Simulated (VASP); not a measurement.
Wanted: the native input for a VASP 6.6.1 run.

```
Task                   : atomic charges
Functional             : LDA
Potentials or basis    : VASP PAW LDA potentials, release 64 (Al, O)
Cutoff                 : 520 eV
k mesh                 : 5 × 3 × 7
Occupations            : gaussian, width 0.02 eV
Spin                   : no spin polarisation
Further INCAR settings : ALGO = Normal; EDIFF = 1e-06
```

The structure of Al2O3 lies in POSCAR:

```
Al2O3
1.0
    4.6137770000      0.0000000000      0.0000000000
    0.0000000000      9.5632790000      0.0000000000
    0.0000000000      0.0000000000      3.1198620000
Al O
4 6
Direct
    0.9829750000      0.8245730000      0.0000000000
    0.0170250000      0.1754270000      0.0000000000
    0.4829750000      0.6754270000      0.5000000000
    0.5170250000      0.3245730000      0.5000000000
    0.5000000000      0.5000000000      0.5000000000
    0.1236350000      0.7530500000      0.5000000000
    0.3763650000      0.2530500000      0.0000000000
    0.6236350000      0.7469500000      0.0000000000
    0.0000000000      0.0000000000      0.0000000000
    0.8763650000      0.2469500000      0.5000000000
```

Measurements of this composition are mostly on another form, of space group No. 167.

These files were run (other wordings do the same):

INCAR

```
SYSTEM = Al2O3
  PREC = Accurate
  ENCUT = 520
  EDIFF = 1E-6
  ISMEAR = 0
  SIGMA = 0.02
  LREAL = .FALSE.
  LASPH = .TRUE.
  NELM = 60
  ALGO = Normal
  ISIF = 2
  LWAVE = .FALSE.
  LCHARG = .FALSE.
  LORBIT = 11
```

KPOINTS

```
regular mesh
0
G
  5 3 7
  0 0 0
```

Potentials or basis: VASP PAW LDA potentials, release 64 (Al, O).

The run is started by

```sh
$ cat potpaw_LDA.64/Al/POTCAR potpaw_LDA.64/O/POTCAR > POTCAR
$ mpirun -np 1 vasp_std > vasp.out
```

Results of the run:

```
Pressure                                              : -5.9 GPa
Largest force                                         : 0.194 eV/Å
Band gap on the k mesh                                : 3.35 eV, direct
Valence electrons inside the program's atomic spheres : Al 0.79; O 5.14
```

Caveat: an odd mesh through Γ misses points on the zone boundary, where band edges often lie.

Run time: 2.6 min on 1 thread of AMD EPYC 7571, on a shared host, peak memory 0.19 GiB.
